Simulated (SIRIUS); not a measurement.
The system is PtS2.

```
Pt S
1.0
     3.54320    0.00000    0.00000
    -1.77160    3.06850    0.00000
     0.00000    0.00000    5.03880
Pt S
1 2
Cartesian
  0.0000 0.0000 0.0000
  1.7716 1.0228 3.8950
  0.0000 2.0457 1.1438
```

Base run:

- Program: SIRIUS 7.12.0
- Functional: PBE
- Potentials or basis: SPMS 1.0 PBE (norm-conserving)
- Cutoff: 1152 eV
- Density cutoff: 4606 eV
- k mesh: 8 × 8 × 4
- Occupations: fermi-dirac, width 0.05 eV
- Spin: no spin polarisation

Its results: band gap on the k mesh 0.91 eV; pressure 11.4 GPa; largest force 1.245 eV/Å.

Question: The run is repeated on the same cell with these changes: potentials or basis from SPMS 1.0 PBE (norm-conserving) to SG15 1.2 PBE (norm-conserving). What comes out?

Answer: Band gap on the k mesh 0.92 eV; pressure 11.9 GPa; largest force 1.284 eV/Å.

Caveats: spin-orbit coupling is left out, which moves the levels of the heavy elements; forces of over 1 eV/Å show positions far from the minimum, so gaps and moduli don't describe the material at rest.

A k mesh can miss the band edges.

Not every run made on this cell is shown here.
